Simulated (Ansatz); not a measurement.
Crystal: C.

```
CELL_PARAMETERS angstrom
0.00000 1.78337 1.78337
1.78337 0.00000 1.78337
1.78337 1.78337 0.00000
ATOMIC_POSITIONS crystal
C 0.75000 0.75000 0.75000
C 0.50000 0.50000 0.50000
```

This isn't the form of C at room conditions, which is graphite.

Base run:

```yaml
Program: Ansatz 0.2.0
Functional: HSE06
Potentials_or_basis: all-electron PAW datasets made for the crystal
Cutoff: 600 eV (chosen from the basis error)
k_mesh: 10 × 10 × 10
Occupations: fermi-dirac, width 0.05 eV
Spin: no spin polarisation
```

Its results: band gap on the k mesh 5.32 eV, indirect (least direct gap 6.98 eV); pressure -8.1 GPa.

The run is repeated on the same cell with these changes: functional from HSE06 to PBEsol; cutoff from 600 eV (chosen from the basis error) to 540 eV (chosen from the basis error). What comes out?

Band gap on the k mesh 4.04 eV, indirect (least direct gap 5.55 eV); pressure -4.8 GPa.

HSE06 gives the wider gap, since exact exchange removes part of the self-interaction.

A k mesh can miss the band edges.
